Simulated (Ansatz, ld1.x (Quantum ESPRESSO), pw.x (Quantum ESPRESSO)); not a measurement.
Ta (sc): variants of one ultrasoft potential in the solid

Ta, ultrasoft, made with ld1.x (Quantum ESPRESSO) 7.5 (PBE, scalar-relativistic). Core [Kr] 4d10 4f14 5s2, reference 5p6 5d4 6s1 6p0. Waves: 6s (bound): rcut 2.55, rcutus 3.10 bohr; 6s channel at 0.15 Ry: rcut 2.55, rcutus 3.10 bohr; 5p (bound): rcut 2.00, rcutus 2.75 bohr; 6p (bound, empty): rcut 2.00, rcutus 2.75 bohr; 5d (bound): rcut 2.35, rcutus 2.70 bohr; 5d channel at 1.25 Ry: rcut 2.35, rcutus 2.70 bohr. Local part: all-electron potential smoothed inside 2.10 bohr (lloc = -2). Core correction: Bessel-smoothed model core inside 1.65 bohr. Augmentation charge: PSQ, inside the norm-conserving radii.

Crystal test: sc Ta in pw.x 7.5, no spin, 12³ k-points, Fermi–Dirac smearing 0.01 Ry, cutoffs set for each file from its atomic test. The reference is all-electron LAPW (Ansatz 0.2.0) with the same functional, mesh and smearing; V0 and B0 come from Birch–Murnaghan fits to the pressures at five volumes. Errors are pseudo minus all-electron; Δ is the rms difference of the E(V) curves that follow from these fits, minima aligned, over ±6 % about the mean V0. Mesh and smearing are coarse, so the numbers serve the comparison and aren't converged zero-temperature values; the lattice is a test structure that the element need not adopt.

All-electron: a0 = 2.742 Å (V0 = 20.63 Å³/atom), B0 = 143.1 GPa.

Base: The largest radius (3.10 bohr) exceeds half the bond length (2.58 bohr), so the spheres overlap, which is one possible source of error among others. This is a poor potential for the solid. Atomic configuration tests: 1 of 7 tests not solved or not reliable.

1 further variants are left out: they gave no file fit for a test, a broken result, the same result as the base, or pressures whose basis-set error rivals the error shown.

A dash in a converged row means that the minimum lies outside the volumes sampled.

```csv
change,cutoffs (Ry),pw.x,a0 (Å),a0 error (%),B0 error (%),Δ (meV/atom),mean pressure error (GPa)
base,40/460,converged,2.742,-0.00,+18.7,2.8,+0.46
local potential all-electron potential smoothed inside 2.80 bohr (lloc = -2),40/460,converged,2.755,+0.47,+19.0,11.2,+3.16
reference 5p6 5d3 6s2 6p0,40/320,converged,–,–,–,–,+53.99
local potential all-electron potential smoothed inside 3.05 bohr (lloc = -1),40/460,converged,2.753,+0.40,+19.2,9.8,+2.76
```

**Question.** Give the row for: all radii but the core radius scaled by about 1.30 (s 4.04, p 3.58, d 3.52 bohr, rcut 3.32/2.60/3.06); local potential all-electron potential smoothed inside 2.74 bohr (lloc = -2).

**Answer.** pw.x: converged; mean pressure error (GPa): +9.44.
